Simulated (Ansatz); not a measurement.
# Silver, dhcp (4H) under PBE: ground state and equation of state

Aim: take silver in the dhcp (4H) structure, relax it, solve it on a dense k-mesh, then scale the cell to 7 volumes from 88 to 112 % of the relaxed one and try a fit of the equation of state. Spin polarisation is left out. The k-meshes are 13×13×3 for the relaxation; 16×16×5 for the dense run; 16×16×5 for the volumes. The starting cell is the deposited one, from the Crystallography Open Database.

Computed with Ansatz 0.2.0 (DFT PBE, plane waves (420 eV) with PAW, scalar-relativistic, unless a step says otherwise).

### 1 Starting point

Symmetry: P6_3/mmc, No. 194, hexagonal system. The conventional cell has a = 2.886 Å, b = 2.886 Å, c = 10.000 Å, α = 90.00°, β = 90.00°, γ = 120.00°. Ag (site symmetry -6m2) is surrounded by 12 Ag at 2.89 to 3.00 Å. Ag (site symmetry -3m) has 12 Ag at 2.89 to 3.00 Å as nearest neighbours.

Structure file:

```
Ag
1.0
     2.88620    0.00000    0.00000
    -1.44310    2.49952    0.00000
     0.00000    0.00000   10.00000
Ag
4
Direct
  0.33333 0.66667 0.25000
  0.66667 0.33333 0.75000
  0.00000 0.00000 0.00000
  0.00000 0.00000 0.50000
```

### 2 Geometry optimisation

Input file input.yaml:

```yaml
crystal:
  lattice:
    - [2.8861989086, 0.0, 0.0]
    - [-1.4430994543, 2.4995215753, 0.0]
    - [0.0, 0.0, 10.0]
  atoms:
    - { symbol: Ag, position: [0.3333333333, 0.6666666667, 0.25] }
    - { symbol: Ag, position: [0.6666666667, 0.3333333333, 0.75] }
    - { symbol: Ag, position: [0.0, 0.0, 0.0] }
    - { symbol: Ag, position: [0.0, 0.0, 0.5] }
hamiltonian:
  xc: pbe
  pseudopotentials:
    kind: paw
    azcp:
      Ag: "pseudopotentials/Ag.paw.azcp"
basis:
  ecutwfc: 420
  fft_grid_basis: typed
kpoints:
  mp_grid: { grid: [13, 13, 3], shift: [0, 0, 0] }
magnetization:
  spin_polarized: false
scf:
  occupations: { method: fermi_dirac, width: 0.1 }
relax:
  max_steps: 60
  f_tol: 0.01
  cell: {}
```

After this run come: Single point on a dense mesh; The cell scaled to 88 % of its volume; The cell scaled to 92 % of its volume; The cell scaled to 96 % of its volume; The cell scaled to 100 % of its volume; The cell scaled to 104 % of its volume; The cell scaled to 108 % of its volume; The cell scaled to 112 % of its volume.

Before running it: what results should come out? Wanted: space group; conventional cell; volume; shortest distance; gap on the mesh; V₀, B₀, B₀′.

The runs gave:

| quantity | value |
| --- | --- |
| space group (spins left aside) | P6_3/mmc (No. 194) |
| conventional cell | a = 2.922 Å, c = 9.655 Å (c/a = 3.304) |
| volume | 17.847 Å³/atom |
| shortest distance | 2.922 Å |
| against the deposited volume | -1.0 % (18.035 Å³/atom) |
| gap on the mesh | none (levels filled in part) |
| V₀, B₀, B₀′ | 17.874 Å³/atom, 90 GPa, 5.8 |

What this shows: PBE puts the volume 1.0 % below the deposited one. Part of the miss is zero-point motion and any thermal expansion in the deposited cell. Levels at the Fermi energy are filled in part, as in a metal. The fitted modulus is 90 GPa; letting shape and positions relax at each volume could only lower it. Relaxation kept the symmetry; phonons were not checked.
